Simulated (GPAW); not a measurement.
Write an ASE script for GPAW 26.7.0 that does the following.

```
Task                : relaxation of the atoms
Functional          : OLYP
Dispersion          : D4
Potentials or basis : PAW data sets generated in the run's folder for this functional
Cutoff              : 450 eV
Basis               : pw
k mesh              : 9 × 9 × 1
Occupations         : fermi-dirac, width 0.05 eV
Spin                : no spin polarisation
Maxiter             : 100
Dipole layer        : yes
Optimizer           : LBFGS
Fmax                : 0.02 eV/Å
Max steps           : 100
```

The structure of Hg lies in POSCAR:

```
Hg
1.0
    3.4373548965      0.0000000000      0.0000000000
   -1.5474517609      3.0693324571      0.0000000000
    0.0000000000      0.0000000000     23.7809722169
Hg
4
Direct
    0.5000000000      0.5000000000      0.3153781911
    0.0000000000      0.0000000000      0.4384593970
    0.5000000000      0.5000000000      0.5615406030
    0.0000000000      0.0000000000      0.6846218089
```

The cell isn't the ideal one: the (1 1 0) slab of Hg, cut from the database cell, not relaxed.

One way to write it, as run:

run.py

```python
import numpy as np
from ase.calculators.mixing import SumCalculator
from ase.constraints import FixAtoms
from ase.io import read, write
from ase.optimize import LBFGS
from dftd4.ase import DFTD4
from gpaw import GPAW, PW, setup_paths

setup_paths.insert(0, '.')

atoms = read('POSCAR')
atoms.pbc = (True, True, False)
atoms.set_constraint(FixAtoms([0, 1]))

calc = GPAW(mode=PW(450),
            xc='GGA_X_OPTX+GGA_C_LYP',
            kpts={'size': (9, 9, 1), 'gamma': True},
            occupations={'name': 'fermi-dirac', 'width': 0.05},
            nbands=50,
            convergence={'density': 1e-05, 'energy': 1e-05},
            maxiter=100,
            poissonsolver={'dipolelayer': 'xy'},
            symmetry={'extra_ids': [1, 1, 0, 0]},
            txt='gpaw.txt')
atoms.calc = SumCalculator([calc, DFTD4(method='olyp')])
opt = LBFGS(atoms, trajectory='relax.traj', logfile='-')
done = opt.run(fmax=0.02, steps=100)
calc.write('gs.gpw')
write('result.traj', atoms)
print('Converged:', done)
print('Cell:', atoms.cell.cellpar().round(4))
print('Volume:', round(atoms.get_volume(), 4))
print(atoms.get_scaled_positions().round(5))

v = calc.get_electrostatic_potential().mean(axis=(0, 1))
z = np.arange(len(v)) * atoms.cell[2, 2] / len(v)
ef = calc.get_fermi_level()
np.savetxt('planar.dat', np.c_[z, v], fmt='%.4f')
below, above = np.interp([1.5, atoms.cell[2, 2] - 1.5], z, v) - ef
print(f'Work functions: bottom {below:.4f} eV, top {above:.4f} eV')
print('Dipole moment:', *calc.get_dipole_moment().round(5), 'e A')
```

Potentials or basis: PAW data sets generated in the run's folder for this functional, pw.

Command:

```bash
$ gpaw-setup -f GGA_X_OPTX+GGA_C_LYP Hg
$ OMP_NUM_THREADS=1 python run.py
```

Results of the run:

```yaml
Energy_gained_by_relaxing: 0.7 meV/atom
Ionic_steps: 3
Band_gap_on_the_k_mesh: 0.10 eV, indirect (least direct gap 0.38 eV)
Dispersion_energy_per_atom: -0.621 eV
Dipole_across_the_slab: 0.00 e·Å
Ionisation_potential_of_the_upper_face: 3.71 eV
Electron_affinity_of_the_upper_face: 3.61 eV
Work_function_of_the_upper_face: 3.61 eV
Work_function_of_the_lower_face: 3.62 eV
```

Caveat: the cutoff is short for stress and forces, so pressures can be off by a GPa or more; the Fermi level lies in a gap; later steps reuse the first step's grids; spin-orbit coupling is left out, which moves the levels of the heavy elements.

Run time: 7.4 min on 1 thread of Arm Neoverse V2, on a shared host, peak memory 0.33 GiB.
